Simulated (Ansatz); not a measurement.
## AlRu: what symmetry allows forces and stress to be

```yaml
crystal:
  lattice:
    - [2.99160, 0.00000, 0.00000]
    - [0.00000, 2.99160, 0.00000]
    - [0.00000, 0.00000, 2.99160]
  atoms:
    - { symbol: Al, position: [0.00000, 0.00000, 0.12535] }
    - { symbol: Ru, position: [0.50000, 0.50000, 0.50000] }
```

Computed with DFT PBEsol, scalar-relativistic, plane waves, PAW in Ansatz.

Cutoff 420 eV; k points 12×12×12 on the computed 2-atom cell (Γ-centred); Gaussian smearing, width 0.10 eV; no spin polarisation.

This distorted cell has space group P4mm, with 8 operations.

**Question.** Without a calculation: in which directions can each atom feel a force?

**Answer.** A force must be left unchanged by every operation that keeps its atom in place, so it lies in the space that those operations leave fixed. Atoms that the group maps onto each other feel forces of one size.
| atom | site symmetry | operations at the site | equivalent to atom | allowed force (Cartesian) |
| --- | --- | --- | --- | --- |
| Al1 | 4mm | 8 | 1 | along (0.00, 0.00, 1.00) |
| Ru2 | 4mm | 8 | 2 | along (0.00, 0.00, 1.00) |

That leaves 2 independent force components of 6, tied by 1 condition that the forces sum to zero, so 1 remains. A relaxation in this cell that keeps the symmetry moves the atoms in these directions alone.

**Question.** And the stress tensor?

**Answer.** It must be invariant under the point group, which leaves 2 independent components: yz, xz, xy vanish; xx = yy.

**Question.** Do the computed values obey this?

**Answer.** Yes. Forces (eV/Å):
```
Al1  0.000  0.000 -2.760
Ru2  0.000  0.000  2.760
```

Stress (GPa, compression positive, xx yy zz yz xz xy): 10.45 10.45 -0.32 0.00 0.00 0.00. The program imposes the same operations on density, forces and stress, so this confirms the analysis and is no independent test of the calculation.